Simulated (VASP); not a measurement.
# AgCl in VASP: how settings move the PBE relaxation

Aim: see what changed inputs do to the PBE relaxation of AgCl built on the zincblende prototype. This is a trial cell built on a prototype, not taken from a measured structure, and it needn't be the compound's ground state.

The runs shown are made with VASP 6.6.1. PAW datasets, plane waves. The cell comes from a prototype generator: it can be a known phase or a hypothetical one. Spin polarisation is off.

## 1. Starting point

This is the cell as the run starts from it, not yet at rest; its lengths are not the crystal's.

The symmetry is F-43m (No. 216, cubic); conventional cell a = 5.449 Å, 20.22 Å³ an atom. Around Ag lie 4 Cl at 2.36 Å; around Cl lie 4 Ag at 2.36 Å.

Structure file:

```
CELL_PARAMETERS angstrom
0.00000 2.72428 2.72428
2.72428 0.00000 2.72428
2.72428 2.72428 0.00000
ATOMIC_POSITIONS crystal
Ag 0.00000 0.00000 0.00000
Cl 0.25000 0.25000 0.25000
```

The PBE run on sound settings gave: energy (σ→0) -5.4532 eV, final volume 27.743 Å³/atom.

## 2. Variant 1

Input file INCAR:

```
ENCUT = 600.000000
SIGMA = 0.020000
EDIFF = 1.00e-07
EDIFFG = -5.00e-03
GGA = PE
PREC = Accurate
IBRION = 2
ISIF = 3
ISMEAR = -1
NELM = 120
NSW = 40
LASPH = .TRUE.
LCHARG = .FALSE.
LWAVE = .FALSE.
LREAL = .FALSE.
NBANDS = 33
PSTRESS = 100
```

Input file KPOINTS:

```
KPOINTS created by Atomic Simulation Environment
0
Gamma
8 8 8
0 0 0
```

Input file POSCAR:

```
Ag Cl
 1.0000000000000000
     0.0000000000000000    2.7242849802000002    2.7242849802000002
     2.7242849802000002    0.0000000000000000    2.7242849802000002
     2.7242849802000002    2.7242849802000002    0.0000000000000000
 Ag  Cl
   1   1
Cartesian
  0.0000000000000000  0.0000000000000000  0.0000000000000000
  1.3621424901000001  1.3621424901000001  1.3621424901000001
```

The run uses the recommended PBE PAW datasets (18 valence electrons a neutral cell).

Run with:

```sh
$ mpirun -np 1 vasp_std
```

## 3. Variant 2

Input file INCAR:

```
ENCUT = 600.000000
SIGMA = 0.020000
EDIFF = 1.00e-07
EDIFFG = -5.00e-03
GGA = PE
PREC = Accurate
IBRION = 2
ISIF = 3
ISMEAR = -1
NBANDS = 16
NELM = 120
NSW = 40
LASPH = .TRUE.
LCHARG = .FALSE.
LWAVE = .FALSE.
LREAL = .FALSE.
NELECT = 17.98
```

Input file KPOINTS:

```
KPOINTS created by Atomic Simulation Environment
0
Gamma
8 8 8
0 0 0
```

Input file POSCAR:

```
Ag Cl
 1.0000000000000000
     0.0000000000000000    2.7242849802000002    2.7242849802000002
     2.7242849802000002    0.0000000000000000    2.7242849802000002
     2.7242849802000002    2.7242849802000002    0.0000000000000000
 Ag  Cl
   1   1
Cartesian
  0.0000000000000000  0.0000000000000000  0.0000000000000000
  1.3621424901000001  1.3621424901000001  1.3621424901000001
```

What does the calculation give? Wanted: for each run, changed; ending; energy change; volume; electronic steps; usable.

The runs gave:

| run | changed | ending | energy change (meV/atom) | volume (Å³/atom) | electronic steps | time | usable |
| --- | --- | --- | --- | --- | --- | --- | --- |
| ref. | – | converged | 0 | 27.743 | – | – | yes |
| 1 | NBANDS = 33, PSTRESS = 100 | converged | – | 22.713 | 87 | 4.2 min | yes |
| 2 | NELECT = 17.98 | converged | – | 27.228 | 45 | 73 s | no |

Of 2 altered inputs, 1 ended normally on a faulty or unsound input, 1 gave usable results.
